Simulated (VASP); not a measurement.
**Ti under changes of volume**

One of the cells (17.065 Å³/atom); the others are scaled copies at fixed shape and fractional positions:

```
CELL_PARAMETERS angstrom
0.00000 2.04344 2.04344
2.04344 0.00000 2.04344
2.04344 2.04344 0.00000
ATOMIC_POSITIONS crystal
Ti 0.00000 0.00000 0.00000
```

This isn't the form of Ti at room conditions, which is hcp.

```yaml
Program: VASP 6.6.1
Functional: PBEsol
Potentials_or_basis: VASP PAW PBE potentials, release 64 (Ti_sv)
Cutoff: 520 eV
k_mesh: 11 × 11 × 11
Occupations: fermi-dirac, width 0.05 eV
Spin: no spin polarisation
```

| volume (Å³/atom) | energy over the lowest point (meV/atom) | pressure (GPa) |
| --- | --- | --- |
| 15.727 | 16.40 | 6.8 |
| 16.062 | 5.41 | 4.0 |
| 16.396 | 0.00 | 1.5 |
| 17.065 | ? | ? |
| 17.400 | 12.30 | -4.9 |
| 17.735 | 24.52 | -6.6 |

Problem. What does the run at 17.065 Å³/atom give?

Solution. Energy over the lowest point 3.89 meV/atom; pressure -2.9 GPa.

Worked out: A Birch-Murnaghan fit of order 3 (a polynomial in V^(-2/3)) to the other rows has its minimum at 16.59 Å³/atom with B0 = V·E''(V) = 114 GPa and B' = 3.8. It gives 3.88 meV/atom at 17.065 Å³/atom, against the run's 3.89, and -dE/dV = -3.1 GPa, against -2.9.

Energies are extrapolated to zero smearing.

Caveats: the PAW data sets were made with another functional, which shifts forces and pressure a little.
